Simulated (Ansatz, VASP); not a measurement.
## TaN: VASP beside Ansatz

```
Ta N
1.0
     2.87802    0.00000    0.00000
    -1.43901    2.49244    0.00000
     0.00000    0.00000    2.82415
Ta N
1 1
Direct
  0.33333 0.66667 0.50000
  0.00000 0.00000 0.00000
```

Change from the starting cell: volume scaled by 0.94.

Alike in both runs: task single point; functional PBEsol; k mesh 12 × 12 × 10; occupations fermi-dirac, width 0.02 eV; no spin polarisation.

```csv
,VASP,Ansatz
version,VASP 6.6.1,Ansatz 0.2.0
potentials or method,"VASP PAW PBE potentials, release 64 (Ta_pv, N), cutoff 520 eV","all-electron LAPW, scalar-relativistic"
```

|  | VASP | Ansatz | Ansatz less VASP |
| --- | --- | --- | --- |
| pressure (GPa) | 20.5 | 19.2 | -1.28 |
| largest component of the traceless stress (GPa) | 1.89 | 1.67 | -0.212 |

Ansatz ran all-electron here, so the differences hold the error of VASP's frozen core and of both bases.

Caveats: so large a pressure means that the cell lies far from this level's equilibrium, or that cutoff or potentials fall short (VASP); the potentials were made for another functional, which shifts forces and pressure (VASP). The runs have no spin-orbit coupling, so splittings on Ta are missing.
